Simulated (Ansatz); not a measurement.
## Os under changes of volume

One of the cells (13.982 Å³/atom); the others are scaled copies at fixed shape and fractional positions:

```
Os
1.0
     2.73410    0.00000    0.00000
    -1.36705    2.36780    0.00000
     0.00000    0.00000    4.31970
Os
2
Direct
  0.66667 0.33333 0.75000
  0.33333 0.66667 0.25000
```

```yaml
Program: Ansatz 0.2.0
Functional: BLYP
Dispersion: D4
Potentials_or_basis: Ansatz PAW
Cutoff: "420 eV (not typed: the program's choice for these potentials)"
k_mesh: 11 × 11 × 6
Occupations: fermi-dirac, width 0.05 eV
Spin: no spin polarisation
```

```csv
volume (Å³/atom),energy over the lowest point (meV/atom),pressure (GPa)
13.143,144.94,42.1
13.423,?,?
13.703,38.01,20.1
13.982,11.34,10.8
14.262,0.00,2.5
14.542,2.35,-4.9
14.821,16.91,-11.5
```

What does the run at 13.423 Å³/atom give?

Energy over the lowest point 81.86 meV/atom; pressure 30.5 GPa.

Worked out: A Birch-Murnaghan fit of order 3 (a polynomial in V^(-2/3)) to the other rows has its minimum at 14.35 Å³/atom with B0 = V·E''(V) = 389 GPa and B' = 4.7 at fixed shape and positions, which overstates the stiffness. It gives 81.85 meV/atom at 13.423 Å³/atom, against the run's 81.86, and -dE/dV = 30.4 GPa, against 30.5.

Energies are extrapolated to zero smearing.

Caveats: pairwise dispersion overbinds metals, which lowers pressure and volume; the PAW data sets come from PBE, with cores solved anew for the run's functional, which leaves a small shift of forces and pressure.
